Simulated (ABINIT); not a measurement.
Set up this calculation in ABINIT 10.8.3 (patched build), as the native input.

```
Task                                            : equation of state
Functional                                      : PBE
Potentials or basis                             : JTH PAW PBE v2.0
Cutoff                                          : 463 eV
k mesh                                          : 8 × 8 × 8
Occupations                                     : fermi-dirac, width 0.05 eV
Spin                                            : no spin polarisation
Fine-grid cutoff                                : 925.187 eV
Exchange and correlation inside the PAW spheres : full angular mesh (pawxcdev 0, this build's default; the released program takes 1)
```

The system is CdSe.

```
CELL_PARAMETERS angstrom
0.00000 3.07027 3.07027
3.07027 0.00000 3.07027
3.07027 3.07027 0.00000
ATOMIC_POSITIONS crystal
Cd 0.00000 0.00000 0.00000
Se 0.25000 0.25000 0.25000
```

Measurements of this composition are mostly on another form, of space group No. 186.

These files were run (other wordings do the same):

run.abi

```
# Datasets: one volume each
ndtset 7
getwfk -1
scalecart1 3*0.9795861087
scalecart2 3*0.9864848297
scalecart3 3*0.9932883884
scalecart4 3*1.0000000000
scalecart5 3*1.0066227096
scalecart6 3*1.0131594038
scalecart7 3*1.0196128224

# Pseudopotentials
pp_dirpath "./"
pseudos "Cd.GGA_PBE-JTH.xml, Se.GGA_PBE-JTH.xml"

# Structure
acell 3*1.0 Angstrom
rprim
     0.0000000000     3.0702711986     3.0702711986
     3.0702711986     0.0000000000     3.0702711986
     3.0702711986     3.0702711986     0.0000000000
ntypat 2
znucl 48 34
natom 2
typat 1 2
xred
     0.0000000000     0.0000000000     0.0000000000
     0.2500000000     0.2500000000     0.2500000000

# Plane-wave basis
ecut 17.0
pawecutdg 34.0

# k points
kptopt 1
ngkpt 8 8 8
nshiftk 1
shiftk 0.0 0.0 0.0

# Exchange and correlation
ixc 11

# Bands and occupations
nband 13
occopt 3
tsmear 0.05 eV

# SCF cycle
nstep 100
tolvrs 1.0e-9

# Output
iomode 3
prtwf 1
prtden 0
prteig 0
prtebands 0
```

Potentials or basis: JTH PAW PBE v2.0.

Run with:

```console
$ abinit run.abi > log 2>&1
```

It gave:

```yaml
Equilibrium_volume: 29.77 Å³/atom
Bulk_modulus: 44 GPa
Pressure_derivative_of_the_bulk_modulus: "5.2 (rough: it moves with the points fitted)"
```

Caveat: the cutoff is too short for stress, so the log's stress isn't used; pressures at fixed basis lie under the slope of the energies.

It took 80 s on 1 thread of Intel(R) Xeon(R) 6975P-C (Granite Rapids), with other jobs on the host, peak memory 0.15 GiB.
